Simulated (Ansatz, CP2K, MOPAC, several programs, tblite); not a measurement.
Energy against volume for LiNbO3, LiNbO3 type, at fixed shape and fractional coordinates, computed by several methods (PBE and r2SCAN, where shown, with plane waves in Ansatz); the cell shown is that of r2SCAN. With free coordinates or axes held, a curve is too stiff, and on another method's shape its minimum isn't the method's own volume. Space group R3c (No. 161), trigonal; a = 5.137 Å, c = 13.885 Å in the conventional setting, 10.58 Å³ an atom. Around Li lie 6 O at 2.05–2.24 Å; around Nb lie 6 O at 1.88–2.14 Å; around O lie 2 Nb at 1.88–2.14 Å and 2 Li at 2.05–2.24 Å. Spin-unpolarised throughout. Whether this structure exists isn't addressed. Energies count from each curve's lowest point; fits are third-order Birch-Murnaghan.

```cif
data_structure
_symmetry_space_group_name_H-M 'R3c:H'
_symmetry_Int_Tables_number 161
_cell_length_a 5.1374
_cell_length_b 5.1374
_cell_length_c 13.8847
_cell_angle_alpha 90.000
_cell_angle_beta 90.000
_cell_angle_gamma 120.000
_cell_volume 317.36
loop_
_atom_site_label
_atom_site_type_symbol
_atom_site_symmetry_multiplicity
_atom_site_Wyckoff_symbol
_atom_site_fract_x
_atom_site_fract_y
_atom_site_fract_z
_atom_site_occupancy
Li1 Li 6 a 0.00000 0.00000 0.21783 1
Nb1 Nb 6 a 0.33333 0.66667 0.16649 1
O1 O 18 b 0.03453 0.71144 0.10345 1
```

PM7 (MOPAC), on the shape of the cell shown, as a cluster of 120 atoms at the zone centre:
```
V (Å³/atom)  E (meV/atom)
      9.309         61.12
      9.944          0.00
     10.579         31.41
     11.213        124.80
     11.848        267.40
```
The points scatter about a smooth fit, a numerical artefact, so no fit is quoted.

PBE, on the shape of its own relaxed cell:

| V (Å³/atom) | E (meV/atom) |
| --- | --- |
| 10.245 | 27.26 |
| 10.572 | 6.45 |
| 10.899 | 0.00 |
| 11.226 | 5.76 |
| 11.553 | 22.01 |

V₀ = 10.90 Å³ an atom and B₀ = 199 GPa.

GFN1-xTB (tblite), on the shape of the cell shown, as a cluster of 120 atoms at the zone centre:
```
V (Å³/atom)  E (meV/atom)
      9.309          0.00
      9.944        443.12
     10.579        724.78
     11.213        921.76
     11.848       1075.56
```
The lowest point is an end point, so the minimum isn't bracketed.

**Question.** PBE/SZV (CP2K), on the shape of the cell shown, gives
```
V (Å³/atom)  E (meV/atom)
      9.309        286.37
      9.944        115.89
     10.579         27.78
     11.213          0.00
     11.848         16.77
```
What equilibrium volume and bulk modulus follow?

**Answer.** V₀ = 11.26 Å³ an atom and B₀ = 193 GPa.

**Question.** PBE/DZVP (CP2K), on the shape of the cell shown, gives

| V (Å³/atom) | E (meV/atom) |
| --- | --- |
| 9.309 | 171.87 |
| 9.944 | 49.44 |
| 10.579 | 0.00 |
| 11.213 | 4.01 |
| 11.848 | 47.34 |

What equilibrium volume and bulk modulus follow?

**Answer.** V₀ = 10.83 Å³ an atom and B₀ = 202 GPa.
